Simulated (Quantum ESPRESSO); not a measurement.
BN: dielectric tensor and Born charges under several settings

```
N B
1.0
     2.49824    0.00000    0.00000
    -1.24912    2.16354    0.00000
     0.00000    0.00000    6.63570
N B
2 2
Direct
  0.66667 0.33333 0.25000
  0.33333 0.66667 0.75000
  0.66667 0.33333 0.75000
  0.33333 0.66667 0.25000
```

All runs used Quantum ESPRESSO 7.5; k mesh 8 × 8 × 2, shifted; given cell; no spin polarisation; cutoff 612 eV; occupations smeared at first, fixed for the response.

| level | potentials | pressure (GPa) | ε∞ (diagonal) | Born charge of atom 1 (e) |
| --- | --- | --- | --- | --- |
| LDA | GBRV 1.5 LDA | -2.1 | 4.84, 4.84, 2.75 | -2.06 |
| PBE | GBRV 1.5 PBE | ? | ? | ? |
| PBEsol | GBRV 1.5 PBEsol | 2.5 | 4.80, 4.80, 2.74 | -2.06 |
| WC | GBRV 1.5 PBE | 2.2 | 4.81, 4.81, 2.74 | -2.06 |
| BLYP | GBRV 1.5 PBE | 8.8 | 4.67, 4.67, 2.66 | -2.07 |
| AM05 | GBRV 1.5 PBE | 2.8 | 4.81, 4.81, 2.70 | -2.05 |

Q: What stands in the row left open?

A: Pressure 4.9 GPa; ε∞ 4.73, 4.73, 2.68; Born charge of atom 1 -2.06 e.

Caveats: all runs use coarse meshes; this functional lacks dispersion, which binds the layers, so the pressure and a relaxed spacing across them are unreliable (some runs); the potentials were made for another functional, which shifts forces and pressure (some runs); the cell is more than 3 GPa from zero pressure, which shifts response properties (some runs).

For the row left open. Caveat: the k mesh is coarse (spacing up to 0.47 Å⁻¹), so the values aren't converged; the mesh is thin for the dielectric tensor, Born charges and intensities, which usually come out too large; the cell is more than 3 GPa from zero pressure, which shifts response properties; this functional lacks dispersion, which binds the layers, so the pressure and a relaxed spacing across them are unreliable.
